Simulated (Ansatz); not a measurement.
The system is Hf.

```
CELL_PARAMETERS angstrom
-1.69500 1.65212 1.64091
1.87648 -1.65155 1.82182
1.94106 1.89761 -1.64034
ATOMIC_POSITIONS crystal
Hf 0.00000 0.00000 0.00000
```

This isn't the form of Hf at room conditions, which is hcp.

The cell isn't the ideal one: cell sheared at random, sigma 0.06, atoms nudged by 0.01 Å.

- Program: Ansatz 0.2.0
- Task: relaxation of cell and atoms
- Functional: LDA
- Potentials or basis: Ansatz PAW
- Cutoff: 420 eV (not typed: the program's choice for these potentials)
- k mesh: 11 × 10 × 10
- Occupations: fermi-dirac, width 0.05 eV
- Spin: no spin polarisation

At the start: volume 23.30 Å³/atom.

Where does the relaxation end?

It ends after 11 steps and the volume is 20.48 Å³/atom (-12.1 %); space group I4/mmm (No. 139, to 0.05 Å).

Step by step:
```tsv
step	energy change (eV)	largest force (eV/Å)	volume (Å³)
1	0.0000	0.0000	23.30
2	-0.1273	0.0000	21.26
3	-0.1713	0.0000	20.19
4	-0.1915	0.0000	20.11
5	-0.2142	0.0000	20.32
6	-0.2185	0.0000	20.49
7	-0.2195	0.0000	20.49
8	-0.2196	0.0000	20.49
9	-0.2196	0.0000	20.47
10	-0.2196	0.0000	20.48
11	-0.2193	0.0000	20.48
```

Final structure:
```yaml
crystal:
  lattice:
    - [-1.82662, 1.82993, 1.54621]
    - [1.84121, -1.82205, 1.52243]
    - [1.82044, 1.81469, -1.53687]
  atoms:
    - { symbol: Hf, position: [0.00000, 0.00000, 0.00000] }
```

Caveat: the plane-wave basis is chosen anew once the cell has moved, so the energies of steps on either side of that aren't comparable; the PAW data sets come from PBE, with cores solved anew for the run's functional, which leaves a small shift of forces and pressure.
